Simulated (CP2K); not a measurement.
The system is Hf.

```
Hf
1.0
     3.12635    0.00000    0.00000
    -1.04212    2.94755    0.00000
    -1.04212   -1.47378    2.55266
Hf
1
Direct
  0.00000 0.00000 0.00000
```

This isn't the form of Hf at room conditions, which is hcp.

The cell isn't the ideal one: the cell as VASP's run set it.

Base run:

```yaml
Program: CP2K 2026.2
Functional: RPBE
Potentials_or_basis: POTENTIAL_UZH Hf GTH-PBE-q12; TZVP-MOLOPT-PBE-GTH basis
Density_cutoff: 6123 eV
k_mesh: 10 × 10 × 10
Occupations: gaussian, width 0.02 eV
Spin: no spin polarisation
```

Its results: band gap on the k mesh none (metal or under the smearing width); pressure -2.7 GPa.

Q: The run is repeated on the same cell with these changes: functional from RPBE to PBEsol; occupations from gaussian, width 0.02 eV to gaussian, width 0.1 eV. What comes out?

A: Band gap on the k mesh none (metal or under the smearing width); pressure -8.0 GPa.

Caveats: the potentials were made for another functional, which shifts forces and pressure; the basis of atomic orbitals isn't converged, which shifts pressures, moduli and gaps.
